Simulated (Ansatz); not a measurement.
**Ionic part of the dielectric constant of CaF₂, mode by mode**

These are results of Ansatz, DFT PBEsol, scalar-relativistic, plane waves, PAW, not measurements. Plane waves to 420 eV; Γ-centred k mesh 8×8×8; fixed occupations. No spin polarisation. Phonons by linear response, acoustic sum rule imposed.

Symmetry: Fm-3m, No. 225, cubic system. The conventional cell has a = 5.421 Å, b = 5.421 Å, c = 5.421 Å, α = 90.00°, β = 90.00°, γ = 90.00°. Ca (site symmetry m-3m) has 8 F at 2.35 Å as nearest neighbours. F (site symmetry -43m) has 4 Ca at 2.35 Å as nearest neighbours.

The primitive cell has V = 39.82 Å³ and ε∞,yy = 2.324. Each polar mode adds Δε = (4.92064×10⁷/V)·S/ν² along y, with S its oscillator strength in e²/amu, ν in cm⁻¹ and V in Å³.

Question: From these modes, find each Δε and ε0,yy.
| ν (cm⁻¹) | S_yy (e²/amu) |
| --- | --- |
| 249.0 | 0.2892 |

Answer:
```csv
ν (cm⁻¹),Δε
249.0,5.77
```

The sum is 5.767, so ε0,yy = 8.09; the run's tensor has 8.09.

Question: Where do the longitudinal modes lie for a wave vector along y?

Answer: At 465 cm⁻¹. The Lyddane–Sachs–Teller product Π(ν_LO/ν_TO)² = 3.48 matches ε0/ε∞ = 3.48.

Cost: 1 run of about 0.52 core-minutes, on Arm Neoverse V1 (shared hosts).

The lattice supplies most of the static permittivity of CaF₂: 5.77 of 8.09. In fluorite, all of this comes from one triply degenerate T1u vibration, in which the Ca sublattice moves against the F sublattices; the other optical mode, T2g, is Raman-active and carries no dipole. The strong ionic response reflects the large effective charges of a highly ionic solid combined with a fairly soft transverse restoring force. The tightly bound F 2p electrons screen the macroscopic field only weakly, so the longitudinal mode is pushed far up, to 465 cm⁻¹ from 249.0 cm⁻¹.

The computed static constant is clearly above the accepted experimental value. Both parts probably contribute: the semilocal functional makes the electrons too polarisable, and a slightly too soft transverse mode is amplified by the inverse-square dependence on frequency. The Lyddane–Sachs–Teller agreement does not argue against this, since it tests the internal consistency of charges, frequencies and electronic screening, not their accuracy.
